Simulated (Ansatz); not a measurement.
Set up this calculation in Ansatz 0.2.0, as the native input.

* Task: band structure
* Functional: HSE06
* Potentials or basis: Ansatz PAW
* Cutoff: 420 eV (not typed: the program's choice for these potentials)
* k mesh: 8 × 8 × 8
* Occupations: fermi-dirac, width 0.05 eV
* Spin: no spin polarisation
* Path: [["G", "X", "W", "K", "G", "L", "U", "W", "L", "K"], ["U", "X"]]
* Points for each segment of the path: 4

The system is C.

```xyz
2
Lattice="0.0000 1.7834 1.7834 1.7834 0.0000 1.7834 1.7834 1.7834 0.0000" Properties=species:S:1:pos:R:3 pbc="T T T"
C     2.6751    2.6751    2.6751
C     1.7834    1.7834    1.7834
```

This isn't the form of C at room conditions, which is graphite.

These files were run (other wordings do the same):

input

```
crystal:
  lattice:
    - [0.0, 1.78337, 1.78337]
    - [1.78337, 0.0, 1.78337]
    - [1.78337, 1.78337, 0.0]
  atoms:
    - { symbol: C, position: [0.75, 0.75, 0.75] }
    - { symbol: C, position: [0.5, 0.5, 0.5] }
hamiltonian:
  xc: hse06
  pseudopotentials: { kind: paw }
kpoints:
  mp_grid: { grid: [8, 8, 8] }
  band_path:
    path:
      - [[0.0, 0.0, 0.0], [0.5, 0.0, 0.5], [0.5, 0.25, 0.75], [0.375, 0.375, 0.75], [0.0, 0.0, 0.0], [0.5, 0.5, 0.5], [0.625, 0.25, 0.625], [0.5, 0.25, 0.75], [0.5, 0.5, 0.5], [0.375, 0.375, 0.75]]
      - [[0.625, 0.25, 0.625], [0.5, 0.0, 0.5]]
    npoints: 4
scf:
  occupations: { method: fermi_dirac, width: 0.05 }
  n_extra_bands: 6
output:
  forces: true
  stress: true
  eigenvalues: true
  fatbands: false
```

Results of the run:

```
Pressure                : -8.2 GPa
Band gap on the k mesh  : 5.29 eV, indirect (least direct gap 6.98 eV)
Band gap along the path : 5.29 eV, indirect (least direct gap 6.98 eV)
```

Caveat: the pressure holds a Pulay correction of +0.8 GPa for the finite cutoff; the PAW data sets come from PBE, with cores solved anew for the run's functional, which leaves a small shift of forces and pressure; the thresholds are loose for stress.

It took 27 s on 1 × NVIDIA H100 80GB HBM3 with 2 threads of AMD EPYC 7R13 Processor (Zen 3), on a shared host, peak memory 1.4 GiB.
